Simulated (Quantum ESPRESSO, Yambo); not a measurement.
# Quasiparticle gap of NaF (Villiaumite) in Yambo, part 2 of 2

How does a plane-wave GW calculation on NaF (Villiaumite) run from the first input to the gap?

Quantum ESPRESSO 7.5 and Yambo 5.3.0; PBE and many-body steps on it, plane waves. Known limits of the many-body steps: not at the basis limit; coarse k mesh.

So far. Step 2 (Ground state): The gap is direct, at Γ. Step 3 (Bands along the symmetry lines): The gap is 6.390 eV, as in the run before at this level.

The database entry behind the starting cell differs from later determinations by our own check (0.1 to 0.3 % short, probably kX units), so it need not match the best structure at ambient conditions.

### 4. Empty states on the mesh, 4×4×4 mesh, 110 bands

Level of this step: DFT, PBE, plane waves, norm-conserving pseudopotentials (Quantum ESPRESSO).

The sums over transitions need many empty states on a uniform mesh; this step solves for them.

File pw.in:

```
&control
  calculation = 'nscf'
  prefix = 'x'
  outdir = 'o'
  pseudo_dir = 'pseudo'
/
&system
  ibrav = 0
  nat = 2
  ntyp = 2
  ecutwfc = 76.0
  nbnd = 110
  force_symmorphic = .true.
/
&electrons
  conv_thr = 1e-9
  electron_maxstep = 80
  diago_full_acc = .true.
  diago_thr_init = 5e-6
/
ATOMIC_SPECIES
  Na 22.99 Na.upf
  F 18.998 F.upf
CELL_PARAMETERS angstrom
  -0.0000000000 2.3100000000 2.3100000000
  2.3100000000 0.0000000000 2.3100000000
  2.3100000000 2.3100000000 0.0000000000
ATOMIC_POSITIONS crystal
  Na 0.0000000000 0.0000000000 0.0000000000
  F 0.5000000000 0.5000000000 0.5000000000
K_POINTS automatic
  4 4 4 0 0 0
```

Launch:

```
$ OMP_NUM_THREADS=1 mpirun -n 4 pw.x -nk 4 -in pw.in > pw.out
```

What it wrote:

```text
[banner, memory and clock lines left out]
Program PWSCF v.7.5 starts

     Atomic positions and unit cell read from directory:
     o/x.save/

     Message from routine setup:
     using ibrav=0 with symmetry is DISCOURAGED, use correct ibrav instead

     G-vector sticks info

     bravais-lattice index     =            0
     lattice parameter (alat)  =       6.1734  a.u.
     unit-cell volume          =     166.3652 (a.u.)^3
     number of atoms/cell      =            2
     number of atomic types    =            2
     number of electrons       =        16.00
     number of Kohn-Sham states=          110
     kinetic-energy cutoff     =      76.0000  Ry
     charge density cutoff     =     304.0000  Ry
     Exchange-correlation= PBE
                           (   1   4   3   4   0   0   0)

     celldm(1)=   6.173420  celldm(2)=   0.000000  celldm(3)=   0.000000
     celldm(4)=   0.000000  celldm(5)=   0.000000  celldm(6)=   0.000000

     crystal axes: (cart. coord. in units of alat)
               a(1) = (  -0.000000   0.707107   0.707107 )
               a(2) = (   0.707107   0.000000   0.707107 )
               a(3) = (   0.707107   0.707107   0.000000 )

     reciprocal axes: (cart. coord. in units 2 pi/alat)
               b(1) = ( -0.707107  0.707107  0.707107 )
               b(2) = (  0.707107 -0.707107  0.707107 )
               b(3) = (  0.707107  0.707107 -0.707107 )
     Pseudo is Norm-conserving, Zval =  9.0
     Generated using ONCVPSP code by D. R. Hamann
     Using radial grid of 1992 points,  4 beta functions with:
     Pseudo is Norm-conserving + core correction, Zval =  7.0
     Generated using ONCVPSP code by D. R. Hamann
     Using radial grid of  832 points,  5 beta functions with:
     Na                9.00    22.99000     Na( 1.00)
     F                 7.00    18.99800     F ( 1.00)

     48 Sym. Ops., with inversion, found

   Cartesian axes

     site n.     atom                  positions (alat units)
         1        Na     tau(   1) = (   0.0000000   0.0000000   0.0000000  )
         2        F      tau(   2) = (   0.7071068   0.7071068   0.7071068  )

     number of k points=     8
                       cart. coord. in units 2pi/alat
        k(    1) = (   0.0000000   0.0000000   0.0000000), wk =   0.0312500
        k(    2) = (   0.1767767   0.1767767  -0.1767767), wk =   0.2500000
        k(    3) = (  -0.3535534  -0.3535534   0.3535534), wk =   0.1250000
[...]
k(    7) = (  -0.7071068   0.0000000   0.0000000), wk =   0.0937500
        k(    8) = (  -0.7071068   0.3535534   0.0000000), wk =   0.1875000

     Dense  grid:    14841 G-vectors     FFT dimensions: (  36,  36,  36)

     The potential is recalculated from file :
     o/x.save/charge-density

     Starting wfcs are    9 randomized atomic wfcs +  101 random wfcs

     Band Structure Calculation

     End of band structure calculation

          k = 0.0000 0.0000 0.0000 (  1837 PWs)   bands (ev):

   -46.0612 -18.1124 -17.9444 -17.9444 -17.9444   0.9991   0.9991   0.9991
     7.3887  20.1552  20.1552  20.1552  22.9761  25.2676  25.2676  27.9363
    27.9363  27.9363  35.0083  35.0083  35.0083  40.3077  49.4273  49.4273
[...]
137.3301 137.3301 137.3301 138.6281 138.6281 139.6026

          k = 0.1768 0.1768-0.1768 (  1880 PWs)   bands (ev):

[...]
142.3083 143.5612 143.5612 145.1641 145.6641 145.6641

          k =-0.3536-0.3536 0.3536 (  1850 PWs)   bands (ev):

[...]
126.6128 128.0392 129.8384 130.8058 130.8058 131.4773 131.7114 131.7114
   137.5099 137.5099 137.9290 137.9290 138.1243 139.6506 143.0335 143.0335
   143.1587 143.1587 143.3290 143.5158 147.5700 148.8606

          k = 0.3536 0.0000 0.0000 (  1876 PWs)   bands (ev):

     [... further k-points ...]

     highest occupied, lowest unoccupied level (ev):     0.9991    7.3887

     XML data file, pseudopotentials, collected wavefunctions
```

Run time: 3.6 s. Hardware: 4 MPI ranks of Arm Neoverse V1, shared host; peak memory 0.25 GiB.

This step gave:

- gap: 6.390 eV
- k of the valence top: 0, 0, 0
- k of the conduction bottom: 0, 0, 0
- least direct gap: 6.390 eV
- k points computed: 8
- lowest point of the top converged band, above the valence top: 138.6034 eV

On this mesh the gap is 6.390 eV.

### 5. Conversion and set-up

This step: Yambo 5.3.0; conversion and set-up on PBE, plane waves, norm-conserving pseudopotentials.

The states are converted to the many-body program's format and the q mesh is built.

Launch:

```
$ (cd o/x.save; p2y > p2y.log; mv SAVE ../..); yambo > setup.log
```

What it wrote:

```text
 Yambo, version 5.3.0

 [02] CORE Variables Setup
 =========================

  [02.01] Unit cells
  ==================

  Cell kind             :  FCC
  Atoms in the cell     :  Na  F
  number of Na atoms    :  1
  number of F  atoms    :  1

  List of atomic masses
  Mass of Na    :  22.99000
  Mass of F     :  18.99800

  List of atomic coordinates    : [cc]
  Na1       :  0.000000  0.000000  0.000000  order 1
  F1       :  4.365267  4.365267  4.365267  order 2

  Alat factors          :  4.365267  4.365267  4.365267 [a.u.]
  Direct lattice volume :  166.3652 [a.u.]
  Direct lattice vectors:  A[ 1 ]  A[ 2 ]  A[ 3 ]
   A[ 1 ]: -0.000000  1.000000  1.000000  [iru]
  -0.000000  4.365267  4.365267  [cc]
   A[ 2 ]:  1.000000  0.000000  1.000000  [iru]
   4.365267  0.000000  4.365267  [cc]
   A[ 3 ]:  1.000000  1.000000  0.000000  [iru]
   4.365267  4.365267  0.000000  [cc]

  Recip. lattice volume :  1.490998 [a.u.]
  Recip. lattice vectors:  B[ 1 ]  B[ 2 ]  B[ 3 ]
   B[ 1 ]: -0.500000  0.500000  0.500000  [iku]
  -0.719679  0.719679  0.719679  [cc]
   B[ 2 ]:  0.500000 -0.500000  0.500000  [iku]
   0.719679 -0.719679  0.719679  [cc]
   B[ 3 ]:  0.500000  0.500000 -0.500000  [iku]
   0.719679  0.719679 -0.719679  [cc]

  [02.02] Symmetries
  ==================

  Inversion symmetry    : yes
  Spatial inversion     : yes
  Inversion index       :  25
  K-space Time-reversal : no
  Magnetic symmetries   : no
  Group table correct   : yes
  Symmetries units      :  [cc]

   [S  1]:   1.0000      0.27654E-16  0.27654E-16  0.27654E-16   1.0000     -0.27654E-16 -0.27654E-16 -0.27654E-16   1.0000
   [S  2]:  -1.0000     -0.27654E-16  0.27654E-16 -0.27654E-16  -1.0000     -0.27654E-16  0.27654E-16  0.27654E-16   1.0000
   [S  3]:  -1.0000      0.27654E-16 -0.27654E-16 -0.27654E-16   1.0000      0.27654E-16  0.27654E-16 -0.27654E-16  -1.0000
[...]
[... 36 further rows ...]
   [S 47]:  0.27654E-16   1.0000     -0.27654E-16 -0.27654E-16  0.27654E-16  -1.0000       1.0000     -0.27654E-16  0.27654E-16
   [S 48]:  0.27654E-16  -1.0000      0.27654E-16 -0.27654E-16 -0.27654E-16   1.0000       1.0000      0.27654E-16 -0.27654E-16

  [02.03] Reciprocal space
  ========================

  nG shells         :  197
  nG charge         :  14841
  nG WFs            :  2413
  nC WFs            :  1880
  G-vecs. in first 19 shells:  [ Number ]
     1    9   15   27   51   59   65   89  113
    137   169   181   229   259   283   307   331   339
    387
  ...
  Shell energy in first 19 shells:  [ mHa ]
    0.00000      776.907      1035.88      2071.75      2848.66      3107.63      4143.51      4920.41      5179.38
    6215.26      6992.17      8287.01      9063.92      9322.89      10358.8      11135.7      11394.6      12430.5
    13207.4
  ...

  [02.04] K-grid lattice
  ======================

  Compatible Grid is   : 3D
[...]
BZ  K-points                                      :   64

  K/Q-points units:
  rlu = crystal or reduced units; cc = cartesian coordinates; iku = interal k-units

  K [1]          [rlu]:  0.000000  0.000000  0.000000
         WF components:  1837
  K [2]          [rlu]:  0.84690E-17 -0.54088E-17  0.25000
         WF components:  1880
  K [3]          [rlu]: -0.33883E-16  0.21629E-16 -0.50000
         WF components:  1850
  K [4]          [rlu]:  0.96616E-17  0.25000      0.25000
         WF components:  1876
  K [5]          [rlu]: -0.20730E-16  0.25000     -0.50000
         WF components:  1862
  [... 2 further k-points ...]
  K [8]          [rlu]:  0.250000 -0.500000 -0.250000
         WF components:  1856

  [02.05] Energies & Occupations
  ==============================

  [X] === General ===
  [X] Electronic Temperature                        :  0.000000  0.000000 [eV K]
  [X] Bosonic    Temperature                        :  0.000000  0.000000 [eV K]
  [X] Finite Temperature mode                       : no
  [X] El. density                                   :  0.64901E+24 [cm-3]
  [X] Fermi Level                                   :  0.999133 [eV]

  [X] === Gaps and Widths ===
  [X] Conduction Band Min                           :  6.389538 [eV]
  [X] Valence Band Max                              :  0.000000 [eV]
  [X] Filled Bands                                  :   8
  [X] Empty Bands                                   :    9  110
  [X] Direct Gap                                    :  6.389538 [eV]
  [X] Direct Gap localized at k                     :  1
  [X] Indirect Gap                                  :  6.389538 [eV]
  [X] Indirect Gap between kpts                     :  1  1
  [X] Last valence band width                       :  0.572771 [eV]
  [X] 1st conduction band width                     :  6.932249 [eV]

  E @ K [1]:  [eV]
   -47.060      -19.112      -18.944      -18.944      -18.944     -0.69315E-10 -0.33291E-10   0.0000
    6.38954  19.15610  19.15610  19.15610  21.97694  24.26848  24.26848  26.93717
  occ @ K [1]
   2.000000  2.000000  2.000000  2.000000  2.000000  2.000000  2.000000  2.000000
[...]
E @ K [2]:  [eV]
[...]
occ @ K [2]
[...]
E @ K [3]:  [eV]
[...]
occ @ K [3]
[...]
E @ K [4]:  [eV]
[...]
occ @ K [4]
[...]
E @ K [5]:  [eV]
[...]
occ @ K [5]
[...]
[... 2 further k-points ...]
  E @ K [8]:  [eV]
[...]
occ @ K [8]
   2.000000  2.000000  2.000000  2.000000  2.000000  2.000000  2.000000  2.000000
   0.000000  0.000000  0.000000  0.000000  0.000000  0.000000  0.000000  0.000000

 [03] Transferred momenta grid and indexing
 ==========================================

 IBZ Q-points                                      :   8
 BZ  Q-points                                      :   64

 K/Q-points units:
 rlu = crystal or reduced units; cc = cartesian coordinates; iku = interal k-units

 Q [1]          [rlu]:  0.000000  0.000000  0.000000
 Q [2]          [rlu]: -0.32585E-20 -0.32585E-20  0.25000
 Q [3]          [rlu]: -0.72449E-16  0.10818E-16 -0.50000
[...]
Q [7]          [rlu]: -0.57890E-16 -0.50000     -0.50000
 Q [8]          [rlu]:  0.250000 -0.500000 -0.250000

  [03.01] X indexes
  =================

   [03.01.01] Sigma indexes
   ========================

 [06] Game Over & Game summary
```

It took 1.9 s on 1 MPI rank; peak memory 0.24 GiB.

### 6. Screening and self-energy, 4×4×4 mesh, 110 bands, screening to 210.9 eV

G0W0 replaces the xc potential by the self-energy, built once from these orbitals. Only a window of levels is corrected, while the sums run over the empty bands that the input names.

This step: G0W0 on PBE, plane waves, norm-conserving pseudopotentials.

File gw1.in:

```
HF_and_locXC
gw0
dyson
ppa
em1d
rim_cut
RandQpts= 1000000
RandGvec= 1 RL
EXXRLvcs= 76 Ry
VXCRLvcs= 304 Ry
Chimod= "HARTREE"
% BndsRnXp
 1 | 110 |
%
NGsBlkXp= 15.5 Ry
% LongDrXp
 1 | 1 | 1 |
%
% GbndRnge
 1 | 110 |
%
DysSolver= "n"
ExtendOut
PPAPntXp= 27.21138 eV
% QPkrange
 1 | 1 | 7 | 10 |
%
```

Launch:

```
$ OMP_NUM_THREADS=1 mpirun -n 4 yambo -F gw1.in -J gw1 -C gw1 > gw1.log
```

What it wrote:

```text
 Yambo, version 5.3.0

 [02] CORE Variables Setup
 =========================

  [... cell, symmetries and grids as in the set-up ...]

  [02.05] Energies & Occupations
  ==============================

  [X] === General ===
  [X] Electronic Temperature                        :  0.000000  0.000000 [eV K]
  [X] Bosonic    Temperature                        :  0.000000  0.000000 [eV K]
  [X] Finite Temperature mode                       : no
  [X] El. density                                   :  0.64901E+24 [cm-3]
  [X] Fermi Level                                   :  0.999133 [eV]

  [X] === Gaps and Widths ===
  [X] Conduction Band Min                           :  6.389538 [eV]
  [X] Valence Band Max                              :  0.000000 [eV]
  [X] Filled Bands                                  :   8
  [X] Empty Bands                                   :    9  110
  [X] Direct Gap                                    :  6.389538 [eV]
  [X] Direct Gap localized at k                     :  1
  [X] Indirect Gap                                  :  6.389538 [eV]
  [X] Indirect Gap between kpts                     :  1  1
  [X] Last valence band width                       :  0.572771 [eV]
  [X] 1st conduction band width                     :  6.932249 [eV]

 [03] Transferred momenta grid and indexing
 ==========================================

 IBZ Q-points                                      :   8
 BZ  Q-points                                      :   64

 K/Q-points units:
 rlu = crystal or reduced units; cc = cartesian coordinates; iku = interal k-units

 Q [1]          [rlu]:  0.000000  0.000000  0.000000
 Q [2]          [rlu]: -0.32585E-20 -0.32585E-20  0.25000
 Q [3]          [rlu]: -0.72449E-16  0.10818E-16 -0.50000
 Q [4]          [rlu]:  0.28945E-16  0.25000      0.25000
 Q [5]          [rlu]:  0.44697E-16  0.25000      0.50000
 Q [6]          [rlu]:  0.49384E-16  0.25000     -0.25000
 Q [7]          [rlu]: -0.57890E-16 -0.50000     -0.50000
 Q [8]          [rlu]:  0.250000 -0.500000 -0.250000

 [04] Coloumb potential Random Integration (RIM)
 ===============================================

  [04.01] RIM initialization
  ==========================

  * Diagonal components only detected *

  8 x (sBL volume)        :  0.186375 [a.u.]
  sBZ random points       :  1000000
  Points outside the sBZ  :   7987327
  RL volume               :  1.490998 [a.u.]
  Integrated volume       :  1.493364 [a.u.]

  [04.02] RIM integrals
  =====================

  Gamma point sphere radius             :  0.103613 [a.u.]
  Points outside the sphere             :   799513
  [Int_sBZ(q=0) 1/q^2]*(Vol_sBZ)^(-1/3) =:  7.764325
                                 should be <:  7.795600

  Summary of Coulomb integrals for non-metallic bands |Q|[au] RIM/Bare

  Q [1] 0.100000E-4 0.995988 * Q [2] 0.311630 1.066317
  Q [4] 0.359840 1.064767 * Q [6] 0.508890 1.027506
  Q [5] 0.596727 1.020475 * Q [3] 0.623261 1.018268
  Q [7] 0.719679 1.014976 * Q [8] 0.804626 1.011959

 [05] Dipoles
 ============

  [05.01] Setup: observables and procedures
  =========================================

 [06] Dynamic Dielectric Matrix (PPA)
 ====================================

 [WR./gw1//ndb.pp]---------------------------------------------------------------
  Brillouin Zone Q/K grids (IBZ/BZ)                :    8   64    8   64
  RL vectors                                       :  2421 [WF]
  Coulomb cutoff potential                         : none
  Electronic Temperature                           :  0.000000 [K]
  Bosonic    Temperature                           :  0.000000 [K]
  PPA    diel. fun.  energies                      : Perdew, Burke & Ernzerhof(X)+Perdew, Burke & Ernzerhof(C)
  wavefunctions                                    : Perdew, Burke & Ernzerhof(X)+Perdew, Burke & Ernzerhof(C)
  Global Gauge                                     : length
  X matrix size                                    :  181
  X band range                                     :    1  110
  X e/h energy range                               : -1.000000 -1.000000 [eV]
  X Time ordering                                  : R
  X Hxc Kernel                                     : HARTREE
  X Drude frequency                                :  0.000000  0.000000
  X poles                                          :  100.0000 [o/o]
  RL vectors in the sum                            :  2421
  [r,Vnl] included                                 : yes
  Field direction                                  :  0.577350E-5  0.577350E-5  0.577350E-5
  BZ energy Double Grid                            : no
  BZ energy DbGd points                            : 0
  BZ Q point size factor                           : -1.000000
  X Optical Averaged directions                    : none

 [07] Local Exchange-Correlation + Non-Local Fock
 ================================================

 [VXC] Plane waves :  14841
 [EXS] Plane waves :  1893

 QP @ state[ 1 ] K range:  1  1
 QP @ state[ 1 ] b range:   7  10

 [xc] Functional : Perdew, Burke & Ernzerhof(X)+Perdew, Burke & Ernzerhof(C)
 [xc] LIBXC used to calculate xc functional
  PP Number of Atomic Species                      :  2
  NLCC RL compoments                               :  14841
  PP Number of Atomic Species                      :  2
  NLCC RL compoments                               :  14841

 [xc] E_xc :  -11.60150 [Ha]
      E_xc :  -23.20301 [Ry]

  Local XC kind (lXC) : Perdew, Burke & Ernzerhof(X)+Perdew, Burke & Ernzerhof(C)
  Non-Local XC kind (nlXC) : Hartree-Fock

  Corrections @ K [1] :  [eV]
 <7|nlXC|7> = -30.11354 -0.13586E-16 <7|lXC|7> = -22.50818 -0.75527E-15
 <8|nlXC|8> = -30.11378  0.14289E-16 <8|lXC|8> = -22.50818 -0.31898E-19
 <9|nlXC|9> = -5.315461  0.13385E-17 <9|lXC|9> = -9.464772  0.19026E-18
 <10|nlXC|10> = -2.175683  0.35974E-18 <10|lXC|10> = -7.168824  0.14163E-15

 [08] Dyson equation: Newton solver
 ==================================

  [08.01] G0W0 (W PPA)
  ====================

  [  GW  ] Bands range     :    1  110
  [GW/PPA] G damping       :  0.100000 [eV]

  QP @ state[ 1 ] K range:  1  1
  QP @ state[ 1 ] b range:   7  10

   Sc/G bands                                       :    1  110
   Sc/G damping                                     :  0.100000 ev
   Sc bands terminator                              : no
   Sx RL components                                 :  1893

   QP @ state[ 1 ] K range                          :  1  1
   QP @ state[ 1 ] b range                          :   7  10
   GF energies kind                                 : Perdew, Burke & Ernzerhof(X)+Perdew, Burke & Ernzerhof(C)
   GF WF`s kind                                     : Perdew, Burke & Ernzerhof(X)+Perdew, Burke & Ernzerhof(C)
   Xs energies kind                                 : Perdew, Burke & Ernzerhof(X)+Perdew, Burke & Ernzerhof(C)
   Xs WF`s kind                                     : Perdew, Burke & Ernzerhof(X)+Perdew, Burke & Ernzerhof(C)

 [11] Game Over & Game summary
```

The job ended after 23 s (4 MPI ranks; peak memory 1.3 GiB).

This step gave:

- G0W0 gap on the points computed: 10.48 eV
- starting gap on the mesh: 6.390 eV
- k of the valence top: 0, 0, 0
- k of the conduction bottom: 0, 0, 0
- least direct G0W0 gap on the computed points: 10.48 eV
- Z at the valence top: 0.8228
- Z at the conduction bottom: 0.9041

The gap on the mesh goes from 6.39 eV to 10.48 eV, a correction of +4.09 eV.

Limits: finite bands, cutoff and mesh; coarse k mesh. v1 is the top filled band, c1 the lowest empty one. Levels before and after the correction, in eV, zero at the valence-band top of each column:

|  | conduction bottom | valence top |
| --- | --- | --- |
| Kohn-Sham | 6.39 | 0.00 |
| G0W0 | 10.48 | 0.00 |

|  | level | energy (eV) |
| --- | --- | --- |
| Kohn-Sham | Γ v2-v1 | 0.000 |
| Kohn-Sham | Γ c1 | 6.390 |
| Kohn-Sham | Γ c2 | 19.156 |
| G0W0 | Γ v2-v1 | 0.000 |
| G0W0 | Γ c1 | 10.478 |
| G0W0 | Γ c2 | 23.616 |

### 7. Where the time went

Times are wall times on the hardware named with each run, good to a factor of about two.

| step | time | share | memory (GiB) |
| --- | --- | --- | --- |
| ground state | 3.6 s | 11 % | 0.2 |
| bands along the symmetry lines | 2.1 s | 6 % | 0.18 |
| empty states on the mesh | 3.6 s | 11 % | 0.25 |
| conversion and set-up | 1.9 s | 6 % | 0.24 |
| screening and self-energy | 23 s | 67 % | 1.3 |

### 8. What came out

- PBE gap: 6.39 eV, direct
- G0W0 gap on the mesh: 10.48 eV
- GW settings: 4×4×4 mesh, 110 bands, screening to 210.9 eV, Godby-Needs plasmon pole
- known limits: not at the basis limit; coarse k mesh

**Reading.** G0W0 moves the gap on the mesh from 6.39 eV to 10.48 eV (+4.09 eV), with Z of 0.82 and 0.90 at the edges. Only 1 of the mesh's irreducible points was corrected, so a valley elsewhere could overtake. The dearest step here is «screening and self-energy». Bands and cutoff are finite, so the gap is not at the basis limit. The miss can reach some tenths of an eV and take either sign; the mesh is an error of its own. In the G0W0 run levels were corrected at 1 k point alone, so a gap called «on the mesh» is the least over those, and an edge elsewhere would be missed. The 4×4×4 mesh is coarse for this cell, which bears on the long-range parts of exchange and screening.

[Paths, hosts, dates, memory and timing lines, banners, echoed tables and standing remarks are left out of the program output.]

[Logs are printed without paths, hosts, clocks, repeated set-up lines and the standing remarks that a program may print on its own settings, such as how far it seeks lower states.]

[Runs of the session that timed out or met a known fault of the program may be left out.]

[Hosts, paths, dates, database ids (printed as entryN), source tags and the programs' standing remarks are cut or masked in the printed files.]
